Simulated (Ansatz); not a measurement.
**Thickness series of a ZrC/MoSe2/Sc junction**

Wanted: T(E), the conductance and its decay constant for ZrC/MoSe2/Sc. The lower electrode is ZrC rock salt(111), the upper one Sc hcp(0001); the barrier is MoSe2 3R layers (two layers in the relaxed core). In the first transport cell, after relaxation, the nearest pair of electrode and barrier is Zr–Se at 2.77 Å, along the normal, at the lower face and Sc–Se at 2.73 Å, along the normal, at the upper one. All share a net of side 3.3 Å, which strains the lower electrode by -0.9 %, the upper one by -0.6 % and the barrier by +0.0 %, against typed lattice constants near PBE's. The first steps treat the bulk electrodes alone.

Program: Ansatz 0.2.0. Level of theory: PBE+D3(BJ) DFT, plane waves, PAW files, in the first sound run; inputs show where later runs differ. Results are calculated unless marked as measured.

Most raw output is cut from this account.

### Step 1. The starting structure

The structure is trigonal, space group R-3m (No. 166). The conventional cell has a = 3.300 Å, b = 3.300 Å, c = 8.210 Å, α = 90.00°, β = 90.00°, γ = 120.00°. Nearest to Zr lie 6 C at 2.35 Å. Nearest to C lie 6 Zr at 2.35 Å. Farther neighbours are not listed.

### Step 2. The strained electrode, 6 atoms, electrode ZrC rock salt(111)

The electrode is held to the junction's net and relaxed along the normal; its spacing is used for the ideal lead layers.

Input file input.yaml:

```yaml
crystal:
  lattice:
    - [3.3, 0.0, 0.0]
    - [-1.65, 2.8578838325, 0.0]
    - [0.0, 0.0, 8.2102095104]
  atoms:
    - { symbol: Zr, position: [0.0, 0.0, 0.0] }
    - { symbol: C, position: [0.3333333333, 0.6666666667, 0.1666666667] }
    - { symbol: Zr, position: [0.6666666667, 0.3333333333, 0.3333333333] }
    - { symbol: C, position: [0.0, 0.0, 0.5] }
    - { symbol: Zr, position: [0.3333333333, 0.6666666667, 0.6666666667] }
    - { symbol: C, position: [0.6666666667, 0.3333333333, 0.8333333333] }
kpoints:
  mp_grid: { grid: [12, 12, 4] }
scf:
  occupations: { method: fermi_dirac, width: 0.1 }
  max_iter: 150
hamiltonian:
  xc: pbe
  dispersion: d3bj
relax:
  f_tol: 0.01
  max_steps: 40
  cell: { fix: [a, b, angles] }
```

Command:

```
ansatz run input.yaml --threads 4 --pin off --max-ram 10240MiB --backend cpu --events-out ev --progress --plain --runs-dir out
```

Elapsed: 7.4 s, on 4 threads of Arm Neoverse V2, shared host; peak memory 0.55 GiB.

The steps of the relaxation:

| step | energy less that of the first step (eV) | largest force component (eV/Å) | pressure (GPa) | volume (Å³) |
| --- | --- | --- | --- | --- |
| 1 | 0.0000 | 0.0000 | -2.64 | 77.43 |
| 2 | 0.0297 | 0.0000 | 5.89 | 74.73 |
| 3 | -0.0203 | 0.0000 | 0.35 | 76.43 |
| 4 | -0.0203 | 0.0000 | 0.44 | 76.40 |
| 5* | -0.0192 | 0.0000 | 0.41 | 76.40 |

Relaxation steps marked * repeat the geometry before them on a plane-wave basis chosen anew for their cell, so energy and pressure can jump there. Relaxation step 2 was tried and not accepted.

Forces are held to the 36 operations that the run works with; a distortion that breaks them can't arise in this run.

| cell as run | before | after | change |
| --- | --- | --- | --- |
| a (Å) | 3.300 | 3.300 | +0.0 % |
| b (Å) | 3.300 | 3.300 | +0.0 % |
| c (Å) | 8.210 | 8.101 | -1.3 % |
| volume (Å³/atom) | 12.91 | 12.73 | -1.3 % |

The relaxed structure:

```xyz
6
Lattice="3.3000 0.0000 0.0000 -1.6500 2.8579 0.0000 0.0000 0.0000 8.1012" Properties=species:S:1:pos:R:3 pbc="T T T"
Zr    0.0000    0.0000    0.0000
C     0.0000    1.9053    1.3502
Zr    1.6500    0.9526    2.7004
C     0.0000    0.0000    4.0506
Zr    0.0000    1.9053    5.4008
C     1.6500    0.9526    6.7510
```

This step gave:

```yaml
free_energy: -13311.9154 eV
fermi_energy: 15.21 eV
pressure: 0.4133 GPa
```

### Step 3. The strained electrode, 2 atoms, electrode Sc hcp(0001)

System of this step: Sc. The structure is hexagonal, space group P6_3/mmc (No. 194). The conventional cell has a = 3.300 Å, b = 3.300 Å, c = 5.182 Å, α = 90.00°, β = 90.00°, γ = 120.00°. Nearest to Sc lie 12 Sc at 3.22 to 3.30 Å.

input.yaml, the sections that differ from step 2:

```yaml
crystal:
  lattice:
    - [3.3, 0.0, 0.0]
    - [-1.65, 2.8578838325, 0.0]
    - [0.0, 0.0, 5.1817590361]
  atoms:
    - { symbol: Sc, position: [0.0, 0.0, 0.0] }
    - { symbol: Sc, position: [0.3333333333, 0.6666666667, 0.5] }
kpoints:
  mp_grid: { grid: [12, 12, 6] }
# scf, hamiltonian, relax: as in step 2
```

It took 2.5 s on 4 threads; peak memory 0.44 GiB.

The steps of the relaxation:

| step | energy less that of the first step (eV) | largest force component (eV/Å) | pressure (GPa) | volume (Å³) |
| --- | --- | --- | --- | --- |
| 1 | 0.0000 | 0.0000 | -1.99 | 48.87 |
| 2 | -0.0080 | 0.0000 | -0.89 | 47.81 |
| 3 | -0.0080 | 0.0000 | -0.84 | 47.77 |
| 4* | -0.0079 | 0.0000 | -0.84 | 47.77 |

Relaxation steps marked * repeat the geometry before them on a plane-wave basis chosen anew for their cell, so energy and pressure can jump there.

Forces are held to the 24 operations that the run works with; a distortion that breaks them can't arise in this run.

| conventional cell, symmetrised | before | after | change |
| --- | --- | --- | --- |
| a (Å) | 3.300 | 3.300 | +0.0 % |
| b (Å) | 3.300 | 3.300 | +0.0 % |
| c (Å) | 5.182 | 5.065 | -2.2 % |
| volume (Å³/atom) | 24.43 | 23.89 | -2.2 % |

The relaxed structure:

```cif
data_structure
_symmetry_space_group_name_H-M 'P 1'
_symmetry_Int_Tables_number 1
_cell_length_a 3.3000
_cell_length_b 3.3000
_cell_length_c 5.0652
_cell_angle_alpha 90.000
_cell_angle_beta 90.000
_cell_angle_gamma 120.000
_cell_volume 47.77
loop_
_atom_site_label
_atom_site_type_symbol
_atom_site_fract_x
_atom_site_fract_y
_atom_site_fract_z
_atom_site_occupancy
Sc1 Sc 0.00000 0.00000 0.00000 1
Sc2 Sc 0.33333 0.66667 0.50000 1
```

This step gave:

```yaml
free_energy: -4272.4733 eV
fermi_energy: 9.612 eV
pressure: -0.8437 GPa
```

### Step 4. Relaxing the interfaces

System of this step: ZrC/MoSe2/Sc. The cell holds 14 atoms: 2 C, 2 Zr, 4 Se, 2 Mo and 4 Sc. Cell: a = 3.300 Å, b = 3.300 Å, c = 43.484 Å, α = 90.0°, β = 90.0°, γ = 120.0°. Vacuum lies along c.

Tunnelling depends exponentially on distance, so the interfaces are relaxed first. A short slab in vacuum serves: only the barrier and the layers next to it are taken over, and later cells can add or drop layers in the barrier's middle. The dipole correction removes the field that unlike faces would set up across the vacuum. Dispersion is added because the sheets are held by van der Waals forces.

Input file input.yaml:

```yaml
crystal:
  lattice:
    - [3.3, 0.0, 0.0]
    - [-1.65, 2.8578838325, 0.0]
    - [0.0, 0.0, 43.4844099761]
  atoms:
    - { symbol: C, position: [0.0, 0.0, 0.1839739807] }
    - { symbol: Zr, position: [0.33333333, 0.66666667, 0.2154419999] }
    - { symbol: C, position: [0.66666667, 0.33333333, 0.2469100192] }
    - { symbol: Zr, position: [0.0, 0.0, 0.2783780385] }
    - { symbol: Se, position: [0.0, 0.0, 0.3450686065] }
    - { symbol: Mo, position: [0.66666667, 0.33333333, 0.383473175] }
    - { symbol: Se, position: [0.0, 0.0, 0.4218777434] }
    - { symbol: Se, position: [0.66666667, 0.33333333, 0.4937809075] }
    - { symbol: Mo, position: [0.33333333, 0.66666667, 0.532185476] }
    - { symbol: Se, position: [0.66666667, 0.33333333, 0.5705900445] }
    - { symbol: Sc, position: [0.66666667, 0.33333333, 0.6372806125] }
    - { symbol: Sc, position: [0.0, 0.0, 0.6968624148] }
    - { symbol: Sc, position: [0.66666667, 0.33333333, 0.756444217] }
    - { symbol: Sc, position: [0.0, 0.0, 0.8160260193] }
kpoints:
  mp_grid: { grid: [8, 8, 1] }
scf:
  occupations: { method: fermi_dirac, width: 0.1 }
  max_iter: 150
hamiltonian:
  xc: pbe
  dispersion: d3bj
efield:
  axis: 3
  dipole_correction: true
relax:
  f_tol: 0.04
  max_steps: 60
output:
  forces: true
```

Wall time 59 s (4 threads); peak memory 1.4 GiB.

The steps of the relaxation:

| step | energy less that of the first step (eV) | largest force component (eV/Å) |
| --- | --- | --- |
| 1 | 0.0000 | 1.6495 |
| 2 | -0.4649 | 1.5054 |
| 3 | -0.8581 | 0.6293 |
| 4 | -0.8875 | 0.8348 |
| 5 | -0.9506 | 0.2218 |
| 6 | -0.9594 | 0.1088 |
| 7 | -0.9623 | 0.0180 |

The run keeps the 6 symmetry operations that it works with, so distortions that break them were not tested.

The atoms that moved most (Å):

| atom | dx | dy | dz | length |
| --- | --- | --- | --- | --- |
| C1 | 0.000 | 0.000 | 0.735 | 0.735 |
| C3 | 0.000 | 0.000 | 0.566 | 0.566 |
| Sc14 | 0.000 | 0.000 | -0.515 | 0.515 |
| Sc13 | 0.000 | 0.000 | -0.402 | 0.402 |
| Sc12 | 0.000 | 0.000 | -0.365 | 0.365 |
| Sc11 | 0.000 | 0.000 | -0.270 | 0.270 |
| Zr2 | 0.000 | 0.000 | 0.219 | 0.219 |
| Zr4 | 0.000 | 0.000 | 0.186 | 0.186 |

This step gave:

- free energy: -49208.6908 eV
- Fermi energy: 6.406 eV

The largest force component on a free atom ends at 0.018 eV/Å. At one or more of this run's solves the program warned of density in the dipole ramp over its bound, where dipole, forces and levels can be off.

### Step 5. T(E) of the junction

This step: PBE DFT, plane waves, PAW files; ballistic transmission by layer matching between semi-infinite leads (Ansatz 0.2.0).

System of this step: ZrC/MoSe2/Sc. The cell holds 32 atoms: 8 Zr, 7 C, 4 Se, 2 Mo and 11 Sc. Cell: a = 3.300 Å, b = 3.300 Å, c = 72.982 Å, α = 90.0°, β = 90.0°, γ = 120.0°. Regions: left electrode, 15 atoms (8 Zr and 7 C); barrier, 6 atoms (4 Se and 2 Mo); right electrode, 11 atoms (11 Sc). Vacuum lies along c.

The relaxed core is set between ideal electrode layers (this cell holds 6 atomic planes between the electrodes; where that differs from the relaxed slab, whole periods were copied in or cut out without a new relaxation), which the solver continues as semi-infinite leads. A wide energy window on a coarse mesh (12×12) shows where the Fermi level lies against the barrier's bands; the projected density of states shows how far the metals' states reach in.

Input file input.yaml:

```yaml
crystal:
  lattice:
    - [3.3, 0.0, 0.0]
    - [-1.65, 2.8578838325, 0.0]
    - [0.0, 0.0, 72.9815647372]
  atoms:
    - { symbol: Zr, position: [0.33333333, 0.66666667, 0.095914633] }
    - { symbol: C, position: [0.66666667, 0.33333333, 0.1144151939] }
    - { symbol: Zr, position: [0.0, 0.0, 0.1329157548] }
    - { symbol: C, position: [0.33333333, 0.66666667, 0.1514163156] }
    - { symbol: Zr, position: [0.66666667, 0.33333333, 0.1699168765] }
    - { symbol: C, position: [0.0, 0.0, 0.1884174374] }
    - { symbol: Zr, position: [0.33333333, 0.66666667, 0.2069179982] }
    - { symbol: C, position: [0.66666667, 0.33333333, 0.2254185591] }
[... 20 atom lines left out ...]
    - { symbol: Sc, position: [0.0, 0.0, 0.79997918] }
    - { symbol: Sc, position: [0.66666667, 0.33333333, 0.8346812424] }
    - { symbol: Sc, position: [0.0, 0.0, 0.8693833047] }
    - { symbol: Sc, position: [0.66666667, 0.33333333, 0.904085367] }
kpoints:
  mp_grid: { grid: [12, 12, 1] }
scf:
  occupations: { method: fermi_dirac, width: 0.1 }
  max_iter: 150
hamiltonian:
  xc: pbe
output:
  transmission:
    kmesh: [12, 12]
    e_range: [-4, 2]
    de: 0.1
    leads: [[6, 8], [26, 28]]
  dos: { projected: true, e_range: [-6, 5], de: 0.05 }
  write_potential: true
  write_density: true
  volumetric_format: npy
  elf: true
```

Run time: 4 min. Hardware: 4 threads; peak memory 4.8 GiB; 16 min of CPU time.

Numbers from this step:

```yaml
free_energy: -90523.3029 eV
fermi_energy: 9.889 eV
level_to_which_the_leads_are_filled: 0 eV from the Fermi level
transmission_at_the_fermi_level_a_spin_zone_mean: 0.01078
channels_of_the_lower_lead: 0.2917
channels_of_the_upper_lead: 1.5
potential_step_in_the_lower_lead: 6.5 meV
potential_step_in_the_upper_lead: 6 meV
```

One spin. Transmission, zone mean against energy, zero at the Fermi level:

energy (eV), transmission, zone mean and a bar:
```
    -4.00      0.049 ###########
    -3.80      0.068 ###############
    -3.70      0.087 ###################
    -3.60      0.087 ###################
    -3.50      0.063 ##############
    -3.40      0.056 #############
    -3.20      0.004 #
    -3.00      0.012 ###
    -2.90      0.012 ###
    -2.70      0.029 #######
    -2.50      0.020 #####
    -2.40      0.049 ###########
    -2.20      0.031 #######
    -2.10      0.010 ##
    -1.90      0.037 ########
    -1.70      0.009 ##
    -1.60      0.005 #
    -1.50      0.071 ################
    -1.40      0.000 
    -1.20      0.001 
    -1.10      0.000 
    -0.90      0.000 
    -0.80      0.000 
    -0.60      0.000 
    -0.40      0.000 
    -0.30      0.000 
    -0.10      0.006 #
     0.00      0.011 ##
     0.10      0.004 #
     0.20      0.005 #
     0.40      0.004 #
     0.50      0.002 
     0.70      0.006 #
     0.80      0.078 #################
     0.90      0.021 #####
     1.00      0.053 ############
     1.20      0.097 ######################
     1.40      0.135 ##############################
     1.50      0.058 #############
     1.60      0.074 #################
     1.70      0.013 ###
     1.80      0.031 #######
     2.00      0.091 ####################
```

One spin. The open channels, zone mean by energy, zero at the Fermi level:

| energy (eV) | lower lead | upper lead |
| --- | --- | --- |
| -4.00 | 0.944 | 0.215 |
| -3.80 | 0.944 | 0.257 |
| -3.70 | 0.944 | 0.257 |
| -3.50 | 0.986 | 0.257 |
| -3.40 | 1.07 | 0.299 |
| -3.20 | 1.07 | 0.382 |
| -3.00 | 0.903 | 0.424 |
| -2.90 | 0.917 | 0.424 |
| -2.70 | 1.29 | 0.424 |
| -2.50 | 1.75 | 0.590 |
| -2.40 | 2.08 | 0.590 |
| -2.20 | 2.12 | 0.590 |
| -2.10 | 2.25 | 0.632 |
| -1.90 | 1.85 | 0.632 |
| -1.70 | 1.58 | 0.840 |
| -1.60 | 1.46 | 0.854 |
| -1.40 | 1.42 | 0.812 |
| -1.20 | 1.21 | 0.812 |
| -1.10 | 1.08 | 0.854 |
| -0.90 | 0.917 | 0.667 |
| -0.80 | 0.833 | 0.542 |
| -0.60 | 0.792 | 0.354 |
| -0.40 | 0.5 | 0.799 |
| -0.30 | 0.458 | 1.15 |
| -0.10 | 0.292 | 1.33 |
| 0.00 | 0.292 | 1.5 |
| 0.10 | 0.25 | 1.42 |
| 0.20 | 0.458 | 1.12 |
| 0.40 | 0.458 | 0.486 |
| 0.50 | 0.542 | 0.444 |
| 0.70 | 0.542 | 0.667 |
| 0.90 | 0.792 | 0.701 |
| 1.00 | 0.771 | 0.785 |
| 1.20 | 0.958 | 1.13 |
| 1.40 | 1 | 1.22 |
| 1.50 | 0.958 | 1.03 |
| 1.70 | 1.21 | 1.15 |
| 1.80 | 1.21 | 0.979 |
| 2.00 | 1.29 | 0.993 |

Transmission over k1 and k2. At 0.0000 eV from the Fermi level; zeros and values more than six decades under the largest are shown at that floor.

log10 of the mean of each cell; the least values stand at a floor. Values, 12 rows by 12 columns:
```
-6.6 -2.1 -6.6 -6.6 -6.6 -6.6 -2.1 -6.6 -6.6 -6.6 -6.6 -6.6
-6.6 -6.6 -1.6 -6.6 -6.6 -6.6 -1.6 -6.6 -6.6 -6.6 -6.6 -6.6
-6.6 -6.6 -6.6 -0.6 -6.6 -6.6 -0.6 -6.6 -6.6 -6.6 -6.6 -6.6
-6.6 -6.6 -6.6 -6.6 -6.6 -6.6 -6.6 -6.6 -6.6 -6.6 -6.6 -6.6
-6.6 -6.6 -6.6 -6.6 -6.6 -6.6 -6.6 -6.6 -6.6 -6.6 -6.6 -6.6
-6.6 -2.1 -1.6 -0.6 -6.6 -6.6 -6.6 -6.6 -6.6 -0.6 -1.6 -2.1
-6.6 -6.6 -6.6 -6.6 -6.6 -6.6 -6.6 -6.6 -6.6 -6.6 -6.6 -6.6
-6.6 -6.6 -6.6 -6.6 -6.6 -6.6 -6.6 -6.6 -6.6 -6.6 -6.6 -6.6
-6.6 -6.6 -6.6 -6.6 -6.6 -6.6 -0.6 -6.6 -6.6 -0.6 -6.6 -6.6
-6.6 -6.6 -6.6 -6.6 -6.6 -6.6 -1.6 -6.6 -6.6 -6.6 -1.6 -6.6
-6.6 -6.6 -6.6 -6.6 -6.6 -6.6 -2.1 -6.6 -6.6 -6.6 -6.6 -2.1
-6.6 -6.6 -6.6 -6.6 -6.6 -6.6 -6.6 -6.6 -6.6 -6.6 -6.6 -6.6
```
Columns: k1 (b1) from -0.5 to 0.417; rows upwards: k2 (b2) from -0.5 to 0.417.

Open channels of the lower lead over k1 and k2. At 0.0000 eV from the Fermi level.

Ten even steps from '_' (0.00) to '@' (3.00):
```
__**________**__________
____--______--__________
______--____--__________
________________________
__________****__________
--**----__**@@**__----**
____________****________
________________________
____________--____--____
____________--______--__
____________**________**
--__________--__________
```
Columns: k1 (b1) from -0.5 to 0.417; rows upwards: k2 (b2) from -0.5 to 0.417.

Open channels of the upper lead over k1 and k2. At 0.0000 eV from the Fermi level.

Ten even steps from '0' (0.00) to '9' (2.00):
```
999999999999
995555599909
995599559999
995900095999
995900009599
995500000559
999590000959
999959000959
999995599559
990999555559
999999999999
999999999999
```
Columns: k1 (b1) from -0.5 to 0.417; rows upwards: k2 (b2) from -0.5 to 0.417.

Projected DOS an atom over height of the atomic layer and energy from the Fermi level. Layers: Zr C Zr C Zr C Zr C Zr C Zr C Zr C Zr Se Mo Se Se Mo Se Sc Sc Sc Sc Sc Sc Sc Sc Sc Sc Sc; projections on atoms miss part of the total, and the computed bands can run out at the top of the range; a column is the mean of 2 neighbouring layers, the last of those left over.

Ten even steps from '0' (0.00 states/eV) to '9' (2.32 states/eV), each cell a mean:
```
1111001254689999
1001101367543444
2000000110233337
6100001322567768
5111111411476679
2100000000256664
0111110000254444
0111110011244334
1223221133233333
2343341155122222
3688873121111111
6666774244111111
5322225344210001
3211126444211111
2222113343200000
2122212234100000
2211112223100000
1100012232100000
0000001122100000
0000000444400000
0000000111100000
0000000133200000
```
Columns: height of the atomic layer (Å) from 7.68 to 64.7 (not evenly spaced); rows upwards: energy from the Fermi level (eV) from -6 to 1.3.

Electrostatic potential energy in the ca plane at fractional y = 0.333, with atoms of C and Zr and Mo and Se and Sc within 0.2 Å of it. With pseudopotentials it is smooth inside the atoms' cores, unlike the true potential.

Values in eV, 5 rows by 16 columns, each cell a mean:
```
  8 -24  -9  10   8  -2   2   9  12  10  -7 -30   5  11  12  -4
  5 -50 -29  11  11 -32 -13  12  13  11 -24 -55   1  13  10  -3
  8 -25 -10  10   8  -3   2   9  12  10  -8 -31   5  12  12  -5
  9   7   9   8  -1   6   1   4  10   3   7   6   5   6  13  10
 10   8   9   8  -1   6   0   3  10   2   7   7   4   6  13  10
```
Columns run along c (16.0 Å, from fractional 0.26 to 0.48 of the cell; values clipped at the 3rd and 97th percentile), rows up along a (3.3 Å). Atoms in or near the plane, at fractional coordinates: Zr at (0.28, 0.67), C at (0.34, 0.67), Mo at (0.41, 0.67), Se at (0.47, 0.67).

ELF in the ca plane at fractional y = 0.333, with atoms of C and Zr and Mo and Se and Sc within 0.2 Å of it. It is the smooth field of the valence electrons, not physical close to the nuclei.

Ten even steps from '0' (0.00) to '9' (0.79), each cell a mean:
```
00000000001234542112369984212453367523531125
00000000001235664334798798422322798961232259
00000000001245666546894279732212962882122479
00000000001245665445796589632212886971122379
00000000001235553222589996312332589842331137
00000000001234432122247852112465233335642123
00000000000134421244313322332588521368843331
00000000000133321245312212443589732479843431
00000000001134431123225532222577311247742222
```
Columns run along c (16.0 Å, from fractional 0.00 to 0.22 of the cell), rows up along a (3.3 Å). Atoms in or near the plane, at fractional coordinates: C at (0.11, 0.67), Zr at (0.17, 0.67).

Valence density in the ca plane at fractional y = 0.333, with atoms of C and Zr and Mo and Se and Sc within 0.2 Å of it. It is the smooth field of the valence electrons, not physical close to the nuclei.

Ten steps, logarithmic in the rise over the least value, from '0' (0 e/Å³) to '9' (30 e/Å³), each cell a mean:
```
11123321110011122211000000111233211110000123
00245542000001233311000000012466521000001257
00355552000001344321000000013566631000001379
00255542000001334321000000012566531000001268
01134431100001233211000000111355321100000135
11112211111111111111000001111122111110000012
11110011111221111122100011211111111211000000
11110011111221111122100011211100111211000000
11111111111111111121100011111111111111000001
```
Columns run along c (16.0 Å, from fractional 0.26 to 0.48 of the cell), rows up along a (3.3 Å). Atoms in or near the plane, at fractional coordinates: Zr at (0.28, 0.67), C at (0.34, 0.67), Mo at (0.41, 0.67), Se at (0.47, 0.67).

At the Fermi level the transmission is 0.011, as a zone mean for one spin on this coarse mesh. At the Fermi level the layers of this cell's barrier hold from 0.084 to 1.0 states an eV and atom: none is empty there, through tails of the electrodes' states or through bands of its own. In the worse lead the potential repeats within 6.5 meV, which the program lets pass.

[end of part 1 of 2]

[Logs are printed without paths, hosts, clocks, repeated set-up lines and the standing remarks that a program may print on its own settings, such as how far it seeks lower states.]

[Hosts, paths, dates, database ids (printed as entryN), source tags and the programs' standing remarks are cut or masked in the printed files.]
